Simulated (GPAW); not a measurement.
Runs of GPAW 26.7.0 on Li2O. The structure is cubic, space group Fm-3m (No. 225). The conventional cell has a = 4.654 Å, b = 4.654 Å, c = 4.654 Å, α = 90.00°, β = 90.00°, γ = 90.00°. O (site symmetry m-3m) is surrounded by 8 Li at 2.02 Å. Li (site symmetry -43m) has 4 O at 2.02 Å as nearest neighbours. The cell comes from a database or a generator and needn't be the stable form of this composition.

```tsv
task	level	potentials or basis	band path	band points	gap on the mesh (eV)	pressure (GPa)
band structure	LDA	the program's PAW data sets (release 1.2.1) made for this functional, pw	GXWKGLUWLK,UX	100	4.77	-5.1
band structure	r2SCAN	GPAW PAW data sets (gpaw-data 1.2.1), pw	GXWKGLUWLK,UX	100	(a)	-1.8
single point	TB-mBJ	GPAW PAW data sets for LDA (gpaw-data 1.2.1), pw	-	-	(b)	-
band structure	PBEsol	PAW data sets generated in the run's folder for this functional, pw	GXWKGLUWLK,UX	100	4.79	-3.1
```

Alike in all rows: no spin polarisation; cell as given; k mesh 10 × 10 × 10; cutoff (eV) 800; smearing fermi-dirac 0.05 eV.

Problem. Estimate the missing entries.

Solution. (a) 5.65; (b) 7.03.

Caveats: the PAW data sets were made with another functional, which shifts forces and pressure a little (some runs); a model potential gives levels but no total energy (some runs).

A k mesh can miss the band edges.

Runs at the PBE level aren't shown here.
